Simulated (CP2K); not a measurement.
SnTe under changes of volume

One of the cells (31.281 Å³/atom); the others are scaled copies at fixed shape and fractional positions:

```xyz
2
Lattice="4.4560 0.0000 0.0000 2.2280 3.8590 0.0000 2.2280 1.2863 3.6383" Properties=species:S:1:pos:R:3 pbc="T T T"
Te    4.4560    2.5727    1.8191
Sn    0.0000    0.0000    0.0000
```

- Program: CP2K 2026.2
- Functional: LDA
- Potentials or basis: GTH_POTENTIALS Te GTH-PADE-q6, Sn GTH-PADE-q4; TZVP-MOLOPT-PBE-GTH basis
- Density cutoff: 6123 eV
- k mesh: 7 × 7 × 7
- Occupations: fermi-dirac, width 0.1 eV
- Spin: no spin polarisation

```csv
volume (Å³/atom),energy over the lowest point (meV/atom),pressure (GPa)
29.404,5.30,1.8
30.030,0.56,0.6
30.656,0.00,-0.4
31.281,?,?
31.907,9.66,-2.1
32.532,19.14,-2.8
33.158,31.29,-3.4
```

What does the run at 31.281 Å³/atom give?

Energy over the lowest point 3.17 meV/atom; pressure -1.3 GPa.

Worked out: A Birch-Murnaghan fit of order 3 (a polynomial in V^(-2/3)) to the other rows has its minimum at 30.43 Å³/atom with B0 = V·E''(V) = 48 GPa and B' = 4.4. It gives 3.16 meV/atom at 31.281 Å³/atom, against the run's 3.17, and -dE/dV = -1.3 GPa, against -1.3.

Energies are extrapolated to zero smearing.

Caveats: the basis of atomic orbitals isn't converged, which shifts pressures, moduli and gaps.
